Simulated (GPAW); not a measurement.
Mg:

```
CELL_PARAMETERS angstrom
3.20930 0.00000 0.00000
-1.60465 2.77934 0.00000
0.00000 0.00000 5.21030
ATOMIC_POSITIONS crystal
Mg 0.66667 0.33333 0.75000
Mg 0.33333 0.66667 0.25000
```

```yaml
Program: GPAW 26.7.0
Task: relaxation of cell and atoms
Functional: BLYP
Dispersion: D3(BJ)
Potentials_or_basis: PAW data sets generated in the run's folder for this functional
Cutoff: 800 eV
Basis: pw
k_mesh: 10 × 10 × 5
Occupations: fermi-dirac, width 0.05 eV
Spin: no spin polarisation
```

At the start: pressure -3.9 GPa; volume 23.24 Å³/atom.

Where does the relaxation end?

Over 8 steps the energy falls by 41.1 meV/atom and the volume is 20.52 Å³/atom (-11.7 %); space group P6_3/mmc (No. 194, to 0.05 Å).

The path:
| step | energy change (eV) | largest force (eV/Å) | pressure (GPa) | volume (Å³) |
| --- | --- | --- | --- | --- |
| 1 | 0.0000 | 0.0000 | -3.91 | 46.47 |
| 2 | -0.0136 | 0.0000 | -3.62 | 45.91 |
| 3 | -0.0778 | 0.0000 | 1.02 | 40.10 |
| 4 | -0.0800 | 0.0000 | -0.03 | 41.09 |
| 5 | -0.0804 | 0.0000 | 0.06 | 41.00 |
| 6 | -0.0815 | 0.0000 | 0.24 | 40.83 |
| 7 | -0.0820 | 0.0000 | 0.18 | 40.89 |
| 8 | -0.0821 | 0.0000 | 0.04 | 41.04 |

Final structure:
```xyz
2
Lattice="3.0482 0.0000 0.0000 -1.5241 2.6398 0.0000 0.0000 0.0000 5.1002" Properties=species:S:1:pos:R:3 pbc="T T T"
Mg    1.5241    0.8799    3.8252
Mg    0.0000    1.7599    1.2751
```

Caveat: later steps reuse the first step's grids; the volume moved by -12 % from the deposited cell, more than functionals usually miss; pairwise dispersion overbinds metals, which lowers pressure and volume.
